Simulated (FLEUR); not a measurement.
# CoO (I4/mmm) in FLEUR: a series of runs

One crystal, CoO, is run at these levels: PBEsol+U; tasks: single point.

Program: FLEUR MaX-R8.1 (later development tree). These are calculated values, not measurements. Logs are shortened: lines on timing, memory, paths and dates and some standing lists are left out, and cuts for length are marked.

## (1) Starting point

Symmetry: I4/mmm, No. 139, tetragonal system. Conventional cell: a = 3.016 Å, b = 3.016 Å, c = 4.214 Å, α = 90.00°, β = 90.00°, γ = 90.00°. Co (site symmetry 4/mmm) is surrounded by 6 O at 2.11 to 2.13 Å. O (site symmetry 4/mmm) is surrounded by 6 Co at 2.11 to 2.13 Å.

## (2) Single point, PBEsol+U, collinear spin, ferromagnetic start

File inp.xml:

```xml
<?xml version="1.0" encoding="UTF-8" standalone="no"?>
<fleurInput fleurInputVersion="0.39">
   <comment>
      CoO                                                                                                 
   </comment>
   <calculationSetup>
      <cutoffs Kmax="4.73" Gmax="14.7" GmaxXC="14.7" numbands="0"/>
      <scfLoop itmax="100" minDistance="0.0002" maxIterBroyd="50" imix="Anderson" alpha="0.05" precondParam="0.0" spinf="2.0" sdNocoIR="T"/>
      <coreElectrons ctail="T" frcor="F" kcrel="0" coretail_lmax="0"/>
      <xcFunctional name="PBEs" relativisticCorrections="F"/>
      <magnetism jspins="2"/>
      <soc l_soc="F" theta="0.0" phi="0.0" spav="F"/>
      <expertModes spex="0" secvar="F"/>
      <geometryOptimization l_f="F" forcealpha="1.0" forcemix="BFGS" epsdisp="0.00001" epsforce="0.00001"/>
      <ldaU l_linMix="F" mixParam="0.05" spinf="1.0"/>
   </calculationSetup>
   <cell>
      <bzIntegration valenceElectrons="23.0" mode="hist" fermiSmearingEnergy="0.00183747">
         <kPointListSelection listName="default-1"/>
         <!-- k-points included here -->
         <xi:include xmlns:xi="http://www.w3.org/2001/XInclude" href="kpts.xml"> </xi:include>
      </bzIntegration>
      <!-- symmetry operations included here -->
      <xi:include xmlns:xi="http://www.w3.org/2001/XInclude" href="sym.xml"> </xi:include>
      <bulkLattice scale="1.0">
         <bravaisMatrix>
            <row-1>   -2.8497069958968000     2.8497069958968000     3.9821207229907136</row-1>
            <row-2>    2.8497069958968000    -2.8497069958968000     3.9821207229907136</row-2>
            <row-3>    2.8497069958968000     2.8497069958968000    -3.9821207229907136</row-3>
         </bravaisMatrix>
      </bulkLattice>
   </cell>
   <atomSpecies>
      <species name="Cobalt (Co2.000" element="Co" atomicNumber="27">
         <mtSphere radius="2.07" gridPoints="691" logIncrement="0.018"/>
         <atomicCutoffs lmax="8" lnonsphr="8"/>
         <electronConfig flipSpins="F">
            <coreConfig>(1s1/2) (2s1/2) (2p1/2) (2p3/2)</coreConfig>
            <valenceConfig>(3s1/2) (3p1/2) (3p3/2) (4s1/2) (3d3/2) (3d5/2)</valenceConfig>
            <stateOccupation state="(3d3/2)" spinUp="1.5" spinDown="1.3"/>
            <stateOccupation state="(3d5/2)" spinUp="3.0" spinDown="1.2"/>
         </electronConfig>
         <energyParameters s="4" p="4" d="3" f="4"/>
         <ldaU l="2" U="3" J="0.0" l_amf="F"/>
         <lo type="SCLO" l="0" n="3" eDeriv="0"/>
         <lo type="SCLO" l="1" n="3" eDeriv="0"/>
         <lo type="SCLO" l="1" n="3" eDeriv="1"/>
         <lo type="SCLO" l="3" n="4" eDeriv="2"/>
      </species>
      <species name="Oxygen (O)" element="O" atomicNumber="8">
         <mtSphere radius="1.58" gridPoints="529" logIncrement="0.02"/>
         <atomicCutoffs lmax="8" lnonsphr="8"/>
         <electronConfig flipSpins="F">
            <coreConfig>(1s1/2)</coreConfig>
            <valenceConfig>(2s1/2) (2p1/2) (2p3/2)</valenceConfig>
            <stateOccupation state="(2p1/2)" spinUp="0.666667" spinDown="0.666667"/>
            <stateOccupation state="(2p3/2)" spinUp="1.333333" spinDown="1.333333"/>
         </electronConfig>
         <energyParameters s="2" p="2" d="3" f="4"/>
         <lo type="SCLO" l="0" n="2" eDeriv="2"/>
         <lo type="SCLO" l="1" n="2" eDeriv="2"/>
         <lo type="SCLO" l="2" n="3" eDeriv="2"/>
      </species>
   </atomSpecies>
   <atomGroups>
      <atomGroup species="Cobalt (Co2.000">
         <relPos label="                   1">.0000000000 .0000000000 .0000000000</relPos>
         <force calculate="T" relaxXYZ="TTT"/>
      </atomGroup>
      <atomGroup species="Oxygen (O)">
         <relPos label="                   2">1.000/2.000 1.000/2.000 .0000000000</relPos>
         <force calculate="T" relaxXYZ="TTT"/>
      </atomGroup>
   </atomGroups>
   <output dos="F" band="F" slice="F">
      <checks vchk="F" cdinf="F"/>
      <bandDOS minEnergy="-.5*Htr" maxEnergy="0.5*Htr" sigma="0.015" storeEVData="T"/>
      <vacuumDOS vacdos="F" integ="F" star="F" nstars="0" locx1="0.0" locy1="0.0" locx2="0.0" locy2="0.0" nstm="0" tworkf="0.0"/>
      <unfoldingBand unfoldBand="F" supercellX="1" supercellY="1" supercellZ="1"/>
      <plotting iplot="0" polar="F">
         <plot TwoD="T" vec1="  1.0  0.0  0.0" vec2="  0.0  1.0  0.0" vec3="  0.0  0.0  1.0" zero="  0.0  0.0  0.0" file="plot"/>
      </plotting>
      <chargeDensitySlicing numkpt="0" minEigenval="0.0" maxEigenval="0.0" nnne="0" pallst="F"/>
      <specialOutput eonly="F"/>
      <moessbauerParams electricFieldGradient="T" isomerShift="T" coreHyperfine="T" valenceHyperfine="T"/>
      <magneticCircularDichroism mcd="F" energyLo="-10.0" energyUp="0.0"/>
   </output>
  <!-- We include the file relax.xml here to enable relaxations (see documentation) -->
  <xi:include xmlns:xi="http://www.w3.org/2001/XInclude" href="relax.xml"> <xi:fallback/> </xi:include>
</fleurInput>
```

File crystal.txt:

```
CoO
&input cartesian=F /
-1.5080000000  1.5080000000  2.1072475377
1.5080000000  -1.5080000000  2.1072475377
1.5080000000  1.5080000000  -2.1072475377
1.8897261246
1.0 1.0 1.0

2
27 0.0000000000  0.0000000000  0.0000000000 : 2.000
8 0.5000000000  0.5000000000  0.0000000000

&kpt div1=10 div2=10 div3=10 gamma=T /
```

Potentials or basis: all-electron, FLAPW.

On the command line:

```bash
> inpgen -f crystal.txt -profile fastHighL
> # inp.xml edited to the form shown
> fleur_MPI
```

The log of the run:

```text
Welcome to FLEUR        (www.flapw.de)
      MaX-Release 8.1          (www.max-centre.eu)

 ========== k-point set info ==========
 Selected k-point list: default-1
 k-point list type: mesh
 10 x 10 x 10
 Number of k points: 102

 ------------Calculation Setup---------------------------
 Number of MPI-tasks      :            1
 Number of PE/node        :            1
 Number of OMP-threads    :            1
 Most efficient MPI parallelization for:
           1           2           3           6          17          34          51         102
 Additional eigenvalue parallelization possible
 Number of basis functions:          313
 Approximate size of matrices (H+S) per k-point:         0.001 GB
 --------------------------------------------------------
 no density matrix found ... skipping LDA+U
 Reset of history
 Iteration:     1   Distance:      26.48890852 me/bohr^3
 Iteration:     2   Distance:      34.92972504 me/bohr^3
 Iteration:     3   Distance:      32.92887538 me/bohr^3
 Iteration:     4   Distance:      22.72149225 me/bohr^3
 Iteration:     5   Distance:      23.28380725 me/bohr^3
 Iteration:     6   Distance:      12.56021053 me/bohr^3
 Iteration:     7   Distance:       7.75141645 me/bohr^3
 Iteration:     8   Distance:       7.90926276 me/bohr^3
 Iteration:     9   Distance:       7.63713274 me/bohr^3
 Iteration:    10   Distance:       4.40897864 me/bohr^3
[... 4 lines left out ...]
 Iteration:    15   Distance:       0.73047553 me/bohr^3
 Iteration:    16   Distance:       0.12777185 me/bohr^3
 Iteration:    17   Distance:       0.06765304 me/bohr^3
 Iteration:    18   Distance:       0.01537772 me/bohr^3
 Iteration:    19   Distance:       0.01420367 me/bohr^3
 Iteration:    20   Distance:       0.00178208 me/bohr^3
 Iteration:    21   Distance:       0.00204028 me/bohr^3
 Iteration:    22   Distance:       0.00022020 me/bohr^3
 Iteration:    23   Distance:       0.00024100 me/bohr^3
 Iteration:    24   Distance:       0.00004461 me/bohr^3

 ********************************************************************
 Run finished successfully
 Stop message:
   all done
 ********************************************************************
```

It took 2.1 min on 1 thread of AMD EPYC 7R43 (Zen 3), shared host; peak memory 0.07 GiB.

What came out:

| Property | Result |
| --- | --- |
| Free energy | -39923.7022 eV |
| Band gap on the k mesh | none (metal or under the smearing width) |
| Net moment | 3.00 μB per cell |
| Site moments | Co +2.69; O +0.27 μB |
| Valence electrons inside the program's atomic spheres | Co 15.17; O 5.07 (radii Co 2.07, O 1.58 bohr) |

Eigenvalues of the final occupation matrices:
```tsv
site	spin	trace	eigenvalues
atom type 1	1	4.73	0.93 0.93 0.93 0.97 0.97
atom type 1	2	2.07	0.12 0.12 0.60 0.62 0.62
```

Core levels (eV from the Fermi level):
```csv
atom,levels
1 Co,"1s1/2 -7576.7, 2s1/2 -891.1, 2p1/2 -772.2, 2p3/2 -757.5"
2 O,1s1/2 -504.4
```

Caveat: a cell with one magnetic atom can't hold antiferromagnetic order, which such compounds often take.

## (3) Single point, PBEsol+U, collinear spin, ferromagnetic start

inp.xml: that of step 2 with these lines changed.

```diff
@@ -43,3 +43,3 @@
          <energyParameters s="4" p="4" d="3" f="4"/>
-         <ldaU l="2" U="3" J="0.0" l_amf="F"/>
+         <ldaU l="2" U="4" J="0.0" l_amf="F"/>
          <lo type="SCLO" l="0" n="3" eDeriv="0"/>
```

crystal.txt is that of step 2.

Potentials or basis: all-electron, FLAPW.

On the command line:

```bash
> inpgen -f crystal.txt -profile fastHighL
> # inp.xml edited to the form shown
> fleur_MPI
```

Wall time 3.1 min (1 thread of AMD EPYC 7R43 (Zen 3), shared host); peak memory 0.09 GiB.

Results (log left out):

| Quantity | Value |
| --- | --- |
| Free energy | -39923.3340 eV |
| Band gap on the k mesh | none (metal or under the smearing width) |
| Net moment | 3.00 μB per cell |
| Site moments | Co +2.72; O +0.24 μB |
| Valence electrons inside the program's atomic spheres | Co 15.16; O 5.08 (radii Co 2.07, O 1.58 bohr) |

Levels at points of the mesh, in eV from the Fermi level:
Spin up:
| k point | band 9 | band 10 | band 11 | band 12 | band 13 | band 14 | band 15 | band 16 | band 17 | band 18 |
| --- | --- | --- | --- | --- | --- | --- | --- | --- | --- | --- |
| (0.00, 0.00, 0.00) | -5.14 | -4.31 | -3.12 | -2.98 | -2.98 | 0.89 | 16.49 | 17.92 | 17.92 | 18.22 |
| (0.00, 0.00, 0.50) | -4.41 | -4.32 | -4.27 | -4.21 | -3.39 | 5.59 | 9.76 | 11.10 | 15.66 | 15.67 |
| (0.00, 0.50, 0.00) | -4.55 | -4.18 | -3.21 | -0.77 | -0.69 | 4.82 | 9.32 | 13.04 | 13.27 | 20.45 |
| (0.50, 0.50, 0.50) | -4.60 | -4.33 | -4.33 | -4.31 | -4.31 | 5.64 | 9.82 | 11.23 | 15.54 | 15.54 |
Spin down:
| k point | band 7 | band 8 | band 9 | band 10 | band 11 | band 12 | band 13 | band 14 |
| --- | --- | --- | --- | --- | --- | --- | --- | --- |
| (0.00, 0.00, 0.00) | -2.62 | -2.53 | -2.53 | -1.06 | -1.06 | 1.02 | 1.42 | 1.63 |
| (0.00, 0.00, 0.50) | -3.95 | -3.78 | -2.25 | -1.52 | 0.28 | 1.64 | 2.53 | 6.51 |
| (0.00, 0.50, 0.00) | -4.54 | -4.33 | -1.47 | 0.07 | 0.22 | 3.61 | 4.04 | 5.08 |
| (0.50, 0.50, 0.50) | -3.89 | -3.89 | -3.66 | 0.27 | 0.27 | 2.02 | 2.21 | 6.53 |

Eigenvalues of the final occupation matrices:
| site | spin | trace | eigenvalues |
| --- | --- | --- | --- |
| atom type 1 | 1 | 4.74 | 0.93 0.94 0.94 0.97 0.97 |
| atom type 1 | 2 | 2.04 | 0.10 0.12 0.46 0.46 0.91 |

Core levels (eV from the Fermi level):
```
atom                                                   levels
1 Co  1s1/2 -7577.0, 2s1/2 -891.4, 2p1/2 -772.6, 2p3/2 -757.8
 2 O                                             1s1/2 -504.6
```

Caveat: a cell with one magnetic atom can't hold antiferromagnetic order, which such compounds often take. The state reached can hang on the start; a lower one may exist.

## (4) Single point, PBEsol+U, collinear spin, ferromagnetic start

inp.xml: that of step 3 with these lines changed.

```diff
@@ -43,3 +43,3 @@
          <energyParameters s="4" p="4" d="3" f="4"/>
-         <ldaU l="2" U="4" J="0.0" l_amf="F"/>
+         <ldaU l="2" U="5" J="0.0" l_amf="F"/>
          <lo type="SCLO" l="0" n="3" eDeriv="0"/>
```

crystal.txt is that of step 3.

On the command line:

```bash
> inpgen -f crystal.txt -profile fastHighL
> # inp.xml edited to the form shown
> fleur_MPI
```

Wall time 2.4 min (1 thread of AMD EPYC 7R43 (Zen 3), shared host); peak memory 0.06 GiB.

It converged, with:

| Item | Value |
| --- | --- |
| Free energy | -39922.8336 eV |
| Band gap on the k mesh | none (metal or under the smearing width) |
| Net moment | 3.00 μB per cell |
| Site moments | Co +2.75; O +0.22 μB |
| Valence electrons inside the program's atomic spheres | Co 15.16; O 5.09 (radii Co 2.07, O 1.58 bohr) |

Levels at points of the mesh, in eV from the Fermi level:
Spin up:
| k point | band 10 | band 11 | band 12 | band 13 | band 14 | band 15 | band 16 | band 17 |
| --- | --- | --- | --- | --- | --- | --- | --- | --- |
| (0.00, 0.00, 0.00) | -4.77 | -3.11 | -2.98 | -2.98 | 0.86 | 16.44 | 17.79 | 17.79 |
| (0.00, 0.00, 0.50) | -4.77 | -4.41 | -4.21 | -3.87 | 5.54 | 9.75 | 10.95 | 15.64 |
| (0.00, 0.50, 0.00) | -4.65 | -3.60 | -0.95 | -0.88 | 4.79 | 9.30 | 13.00 | 13.22 |
| (0.50, 0.50, 0.50) | -4.83 | -4.83 | -4.31 | -4.31 | 5.58 | 9.81 | 11.08 | 15.52 |
Spin down:
```
           k point  band 7  band 8  band 9  band 10  band 11  band 12  band 13  band 14
(0.00, 0.00, 0.00)   -2.66   -2.56   -2.56    -1.06    -1.06     1.26     1.49     2.00
(0.00, 0.00, 0.50)   -3.98   -3.81   -2.26    -1.98     0.28     2.02     2.90     6.47
(0.00, 0.50, 0.00)   -4.53   -4.28   -1.85     0.08     0.22     3.91     4.37     5.03
(0.50, 0.50, 0.50)   -4.05   -3.91   -3.91     0.27     0.27     2.38     2.60     6.49
```

Eigenvalues of the final occupation matrices:
```tsv
site	spin	trace	eigenvalues
atom type 1	1	4.75	0.93 0.94 0.94 0.97 0.97
atom type 1	2	2.03	0.09 0.11 0.46 0.46 0.92
```

Core levels (eV from the Fermi level):
| atom | levels |
| --- | --- |
| 1 Co | 1s1/2 -7577.1, 2s1/2 -891.5, 2p1/2 -772.6, 2p3/2 -757.8 |
| 2 O | 1s1/2 -504.6 |

Caveat: a cell with one magnetic atom can't hold antiferromagnetic order, which such compounds often take. The state reached can hang on the start; a lower one may exist.

## (5) Single point, PBEsol+U, collinear spin, ferromagnetic start

inp.xml: that of step 4 with these lines changed.

```diff
@@ -43,3 +43,3 @@
          <energyParameters s="4" p="4" d="3" f="4"/>
-         <ldaU l="2" U="5" J="0.0" l_amf="F"/>
+         <ldaU l="2" U="6" J="0.0" l_amf="F"/>
          <lo type="SCLO" l="0" n="3" eDeriv="0"/>
```

crystal.txt is that of step 4.

Potentials or basis: all-electron, FLAPW.

On the command line:

```bash
> inpgen -f crystal.txt -profile fastHighL
> # inp.xml edited to the form shown
> fleur_MPI
```

The log of the run:

```text
Welcome to FLEUR        (www.flapw.de)
      MaX-Release 8.1          (www.max-centre.eu)

 ========== k-point set info ==========
 Selected k-point list: default-1
 k-point list type: mesh
 10 x 10 x 10
 Number of k points: 102

 ------------Calculation Setup---------------------------
 Number of MPI-tasks      :            1
 Number of PE/node        :            1
 Number of OMP-threads    :            1
 Most efficient MPI parallelization for:
           1           2           3           6          17          34          51         102
 Additional eigenvalue parallelization possible
 Number of basis functions:          313
 Approximate size of matrices (H+S) per k-point:         0.001 GB
 --------------------------------------------------------
 no density matrix found ... skipping LDA+U
 Reset of history
 Iteration:     1   Distance:      26.48890852 me/bohr^3
 Iteration:     2   Distance:      36.76063049 me/bohr^3
 Iteration:     3   Distance:      34.75383378 me/bohr^3
 Iteration:     4   Distance:      20.57842463 me/bohr^3
 Iteration:     5   Distance:      23.00374768 me/bohr^3
 Iteration:     6   Distance:      27.16559618 me/bohr^3
 Iteration:     7   Distance:      26.58384872 me/bohr^3
 Iteration:     8   Distance:      14.60549555 me/bohr^3
 Iteration:     9   Distance:       8.72715519 me/bohr^3
 Iteration:    10   Distance:       8.46121799 me/bohr^3
[... 11 lines left out ...]
 Iteration:    22   Distance:       0.12057062 me/bohr^3
 Iteration:    23   Distance:       0.26577392 me/bohr^3
 Iteration:    24   Distance:       0.08710971 me/bohr^3
 Iteration:    25   Distance:       0.09212197 me/bohr^3
 Iteration:    26   Distance:       0.00142930 me/bohr^3
 Iteration:    27   Distance:       0.00821702 me/bohr^3
 Iteration:    28   Distance:       0.00212160 me/bohr^3
 Iteration:    29   Distance:       0.00071618 me/bohr^3
 Iteration:    30   Distance:       0.00128180 me/bohr^3
 Iteration:    31   Distance:       0.00005331 me/bohr^3

 ********************************************************************
 Run finished successfully
 Stop message:
   all done
 ********************************************************************
```

Run time: 3 min. Hardware: 1 thread of AMD EPYC 7R43 (Zen 3), shared host; peak memory 0.08 GiB.

What came out:

| Quantity | Value |
| --- | --- |
| Free energy | -39921.9948 eV |
| Band gap on the k mesh | none (metal or under the smearing width) |
| Net moment | 3.00 μB per cell |
| Site moments | Co +2.75; O +0.23 μB |
| Valence electrons inside the program's atomic spheres | Co 15.17; O 5.08 (radii Co 2.07, O 1.58 bohr) |

Eigenvalues of the final occupation matrices:
```
       site  spin  trace               eigenvalues
atom type 1     1   4.75  0.94 0.94 0.94 0.97 0.97
atom type 1     2   2.03  0.09 0.09 0.61 0.62 0.62
```

Core levels (eV from the Fermi level):
```
atom                                                   levels
1 Co  1s1/2 -7576.3, 2s1/2 -890.7, 2p1/2 -771.9, 2p3/2 -757.1
 2 O                                             1s1/2 -504.0
```

Caveat: a cell with one magnetic atom can't hold antiferromagnetic order, which such compounds often take.

## (6) Overview

| U | gap on the mesh (eV) | moment (μB) |
| --- | --- | --- |
| Co d U = 3 eV | none | 3.00 |
| Co d U = 4 eV | none | 3.00 |
| Co d U = 5 eV | none | 3.00 |
| Co d U = 6 eV | none | 3.00 |

Alike in all rows: task single point; level PBEsol+U; potentials or basis all-electron, FLAPW; spin collinear, ferromagnetic start; cell as given; k mesh 10 × 10 × 10; smearing fermi-dirac 0.05 eV; kmax 4.73 1/bohr.

Every run on the cell as given and a fine mesh finds a metal.

Caveats: a cell with one magnetic atom can't hold antiferromagnetic order, which such compounds often take.

Compare energies only between runs with the same functional and basis.
